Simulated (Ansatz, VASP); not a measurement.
## InSe: VASP beside Ansatz

Contents of INCAR:

```
SYSTEM = InSe
ALGO = Normal
EDIFF = 1E-7
ENCUT = 520
GGA = PE
ISIF = 2
ISMEAR = -1
LASPH = .TRUE.
LCHARG = .FALSE.
LREAL = .FALSE.
LWAVE = .FALSE.
NBANDS = 27
NELM = 100
PREC = Accurate
SIGMA = 0.05
```

The input KPOINTS:

```
k-points
0
G
  8 8 8
  0 0 0
```

POSCAR

```
InSe
1.0
    1.9729696595      1.1390945640      8.3259319629
   -1.9729696595      1.1390945640      8.3259319629
    0.0000000000     -2.2781891280      8.3259319629
In Se
2 2
Direct
    0.8886000000      0.8886000000      0.8886000000
    0.0000000000      0.0000000000      0.0000000000
    0.1719000000      0.1719000000      0.1719000000
    0.3835000000      0.3835000000      0.3835000000
```

The input input.yaml:

```yaml
crystal:
  lattice:
    - [1.9729696595, 1.139094564, 8.3259319629]
    - [-1.9729696595, 1.139094564, 8.3259319629]
    - [0.0, -2.278189128, 8.3259319629]
  atoms:
    - { symbol: In, position: [0.8886, 0.8886, 0.8886] }
    - { symbol: In, position: [0.0, 0.0, 0.0] }
    - { symbol: Se, position: [0.1719, 0.1719, 0.1719] }
    - { symbol: Se, position: [0.3835, 0.3835, 0.3835] }
hamiltonian:
  xc: pbe
  pseudopotentials: { kind: paw }
kpoints:
  mp_grid: { grid: [8, 8, 8] }
scf:
  occupations: { method: fermi_dirac, width: 0.05 }
output:
  forces: true
  stress: true
  eigenvalues: true
```

Change from the starting cell: volume scaled by 0.96.

Alike in both runs: task single point; functional PBE; k mesh 8 × 8 × 8; occupations fermi-dirac, width 0.05 eV; no spin polarisation.

|  | VASP | Ansatz |
| --- | --- | --- |
| version | VASP 6.6.1 | Ansatz 0.2.0 |
| potentials or method | VASP PAW PBE potentials, release 64 (In_d, Se) | Ansatz PAW |
| plane-wave cutoff (eV) | 520 | 420 |
| valence electrons in the cell | 38 | 58 |

|  | VASP | Ansatz | Ansatz less VASP |
| --- | --- | --- | --- |
| gap on the k mesh at the Fermi level (eV) | 0.54 | 0.56 | +0.014 |
| least direct gap on the mesh (eV) | 0.54 | 0.56 | +0.014 |
| pressure (GPa) | 5.3 | 5.3 | -0.06 |
| largest component of the traceless stress (GPa) | 1.00 | 0.99 | -0.005 |
| rms of the force components (eV/Å) | 0.334 | 0.324 | -0.0102 |

Atom by atom the forces differ by 0.010 eV/Å (rms over components). The two sets of potentials don't hold the same shells in valence.

Caveats: spin-orbit coupling is left out, which moves the levels of the heavy elements. A k mesh can miss the band edges.
